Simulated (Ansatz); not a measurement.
# TiS2: LAPW beside PAW

Aim: solve TiS2 at one geometry with LAPW, all electrons, frozen-core PAW and all-electron PAW on datasets made for the crystal, and see where they agree.

Computed with Ansatz 0.2.0 (DFT PBE, scalar-relativistic, unless a step's input says otherwise).

## Step 1: The starting structure

Symmetry: P-3m1, No. 164, trigonal system. Conventional cell: a = 3.412 Å, b = 3.412 Å, c = 5.695 Å, α = 90.00°, β = 90.00°, γ = 120.00°. Ti (site symmetry -3m) has 6 S at 2.43 Å as nearest neighbours. S (site symmetry 3m) is surrounded by 3 Ti at 2.43 Å.

Structure file:

```
CELL_PARAMETERS angstrom
3.41200 0.00000 0.00000
-1.70600 2.95488 0.00000
0.00000 0.00000 5.69500
ATOMIC_POSITIONS crystal
Ti 0.00000 0.00000 0.00000
S 0.33333 0.66667 0.25000
S 0.66667 0.33333 0.75000
```

The structure is an experimental refinement, used without relaxation.

Atoms are numbered in the order of the input: Ti1, S2, S3.

## Step 2: LAPW, all electrons

Contents of input.yaml:

```yaml
crystal:
  lattice:
    - [3.4120005726, 0.0, 0.0]
    - [-1.7060002863, 2.9548791736, 0.0]
    - [0.0, 0.0, 5.695]
  atoms:
    - { symbol: Ti, position: [0.0, 0.0, 0.0] }
    - { symbol: S, position: [0.3333333333, 0.6666666667, 0.25] }
    - { symbol: S, position: [0.6666666667, 0.3333333333, 0.75] }
kpoints:
  mp_grid: { grid: [12, 12, 7] }
  band_path:
    path:
      - [0.0, 0.0, 0.0]
      - [0.5, 0.0, 0.0]
      - [0.3333333333, 0.3333333333, 0.0]
      - [0.0, 0.0, 0.0]
      - [0.0, 0.0, 0.5]
      - [0.5, 0.0, 0.5]
      - [0.3333333333, 0.3333333333, 0.5]
      - [0.0, 0.0, 0.5]
      - [0.5, 0.0, 0.5]
    npoints: 8
scf:
  occupations: { method: fermi_dirac, width: 0.05 }
hamiltonian:
  xc: pbe
  pseudopotentials: { kind: all_electron, lapw: { basis_error: 0.001 } }
output:
  forces: true
  stress: true
  eigenvalues: true
  populations: true
  dos: { projected: true, de: 0.2, e_range: [-14, 8] }
```

## Step 3: Frozen-core PAW

input.yaml: that of step 2 with these lines changed.

```diff
@@ -27,3 +27,3 @@
   xc: pbe
-  pseudopotentials: { kind: all_electron, lapw: { basis_error: 0.001 } }
+  pseudopotentials: { kind: paw }
 output:
@@ -32,3 +32,5 @@
   eigenvalues: true
+  efg: { contact_densities: true }
   populations: true
+  bader: true
   dos: { projected: true, de: 0.2, e_range: [-14, 8] }
```

## Step 4: All-electron PAW on datasets made for the crystal

input.yaml: that of step 3 with these lines changed.

```diff
@@ -27,3 +27,3 @@
   xc: pbe
-  pseudopotentials: { kind: paw }
+  pseudopotentials: { kind: all_electron, datasets: crystal }
 output:
@@ -33,4 +33 @@
   efg: { contact_densities: true }
-  populations: true
-  bader: true
-  dos: { projected: true, de: 0.2, e_range: [-14, 8] }
```

(Steps that only read results are left out.)

Before running it: what results should come out? Wanted: pressure; gap; largest force; Bader charges.

The runs gave:

| quantity | value |
| --- | --- |
| pressure | LAPW 0.41, PAW 0.40, crystal datasets 0.41 GPa |
| gap (LAPW) | none |
| largest force | LAPW 0.138, PAW 0.139, crystal datasets 0.138 eV/Å |
| Bader charges (PAW) | Ti1 +1.75, S2 -0.87 e |

In words: The pressure is within half a GPa of zero, so the volume is close to equilibrium at this level. There is no gap at this level: the crystal is a metal or semimetal here, or the functional closes a real gap. Ti 3d carries the largest share, 60 %, of the projected states within 0.3 eV of the Fermi level. The projection holds only the free atom's occupied shells (Ti 4s, Ti 3d, S 3s, S 3p in this range). The field gradient at Ti1, the largest by crystal datasets, is -2.01 by PAW and -1.98 by crystal datasets (10²¹ V/m²), within 5 %. PAW lies -0.01 GPa from LAPW in pressure. The forces differ by at most 1 meV/Å in a component, on a largest force of 0.138 eV/Å.
